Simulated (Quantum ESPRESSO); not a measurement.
**GaN in Quantum ESPRESSO: the effect of functional**

Crystal: GaN.

```
CELL_PARAMETERS angstrom
0.00000 2.25350 2.25350
2.25350 0.00000 2.25350
2.25350 2.25350 0.00000
ATOMIC_POSITIONS crystal
Ga 0.00000 0.00000 0.00000
N 0.25000 0.25000 0.25000
```

The cell is a database's computed one.

Alike in all runs:

| Item | Value |
| --- | --- |
| Program | Quantum ESPRESSO 7.5 |
| Task | phonons |
| Cutoff | 762 eV |
| Density cutoff | 6095 eV |
| k mesh | 8 × 8 × 8, shifted |
| Occupations | fermi-dirac, width 0.05 eV |
| Spin | no spin polarisation |

Each run relaxes the cell or the atoms first.

```tsv
functional	potentials or basis	relaxed volume (Å³/atom)	dielectric constant (mean)	highest phonon frequency (cm⁻¹)
LDA	GBRV 1.5 LDA	?	?	?
WC	GBRV 1.5 PBE	11.44	6.05	534
PW91	GBRV 1.5 PBE	11.76	6.08	517
revPBE	GBRV 1.5 PBE	11.95	6.09	507
vdW-DF-cx	GBRV 1.5 PBE	11.46	6.05	534
```

Problem. What does the run with functional LDA give?

Solution. Relaxed volume 11.10 Å³/atom; dielectric constant 5.75 mean; highest phonon frequency 552 cm⁻¹.

Caveats: the potentials were made for another functional, which shifts forces and pressure (some runs); before the sum rule the acoustic modes lie tens of cm⁻¹ from zero, a sign that the density grid also shifts the optical modes (some runs).

Runs at the PBE level aren't shown here.
